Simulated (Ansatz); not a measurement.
**InSb: sound and stiffness along [100], [110] and [111]**

These are results of Ansatz 0.2.0, DFT PBEsol, scalar-relativistic, plane waves, PAW, not measurements. Cutoff 420 eV, 12×12×12 k-points (Γ-centred), Fermi-Dirac smearing of 0.15 eV. No spin polarisation.

Equilibrium structure at this level:
```
In Sb
1.0
     0.00000    3.25993    3.25993
     3.25993    0.00000    3.25993
     3.25993    3.25993    0.00000
In Sb
1 1
Direct
  0.00000 0.00000 0.00000
  0.25000 0.25000 0.25000
```

In a metal, frequencies and elastic constants depend on the k mesh and the smearing, soft modes and shear constants most.

With ions relaxed, on the cubic axes: C11 = 60.6, C12 = 33.5, C44 = 26.3 GPa. The density is 5.670 g/cm³.

Problem. Is the crystal stable against strain, and how anisotropic is it?

Solution. Born's conditions hold: C11 + 2C12 = 127.6, C11 − C12 = 27.2 and C44 = 26.3 GPa are all positive. B = (C11 + 2C12)/3 = 42.5 GPa. The two shear moduli are C44 and C′ = (C11 − C12)/2 = 13.6 GPa, so Zener's ratio is A = C44/C′ = 1.93: the tetragonal shear C′ is the soft one, as in many fcc and bcc metals and zincblende crystals. The Cauchy pressure C12 − C44 is 7.2 GPa; it would vanish for pair forces between atoms on inversion centres at zero pressure, and a positive value is usual with metallic or many-body binding, and where atoms off inversion centres relax under shear, which lowers C44.

Problem. Give the sound speeds along the three symmetry directions.

Solution. The Christoffel equation gives ρv² for each branch:
```csv
direction,branch,ρv²,GPa,v (m/s)
[100],L,C11,60.6,3270
[100],T (×2),C44,26.3,2153
[110],L,(C11 + C12 + 2C44)/2,73.3,3596
[110],"T, u ∥ [001]",C44,26.3,2153
[110],"T, u ∥ [1-10]",(C11 − C12)/2,13.6,1548
[111],L,(C11 + 2C12 + 4C44)/3,77.6,3699
[111],T (×2),(C11 − C12 + C44)/3,17.8,1773
```

Problem. How does Young's modulus depend on direction?

Solution. Inverting gives S11 = 27.150, S12 = -9.656, S44 = 38.052 TPa⁻¹. Along a unit vector (l, m, n), 1/E = S11 − 2(S11 − S12 − S44/2)(l²m² + m²n² + n²l²), where the last bracket is 0, 1/4 and 1/3 for [100], [110] and [111]: E = 37, 55 and 65 GPa. With A > 1 the body diagonal is stiffest. For a film on (001), the biaxial modulus is C11 + C12 − 2C12²/C11 = 57 GPa and the normal strain is −2C12/C11 = -1.10 times the in-plane one.

The bands only touch here, so at this level the crystal is a zero-gap semiconductor or semimetal, not an ordinary metal; spin–orbit coupling, left out, can open or move such a gap.

The stiffness follows the tetrahedral bond network. Stretching along [111] loads one set of bonds head-on, whereas along [100] every bond is inclined to the axis and the lattice can yield largely by changing bond angles. Young's modulus therefore rises from 37 to 65 GPa between these directions, and the longitudinal wave is also fastest along [111]. The slowest wave, along [110] with [1-10] polarisation, samples the tetragonal shear, which to first order bends bonds without stretching them. Angular forces from directional sp³ bonding supply most of that resistance, and they are probably weak here because the valence orbitals are diffuse and the bonds partly polar.

The vanishing gap disagrees with the known narrow direct gap of InSb. The likely cause is the semilocal functional, which places the s-like conduction state too low relative to the p-like valence states. Spin-orbit coupling alone would not be expected to restore the correct band order, since it raises the top of the valence band. The elastic results thus don't support a metallic picture of the bonding.
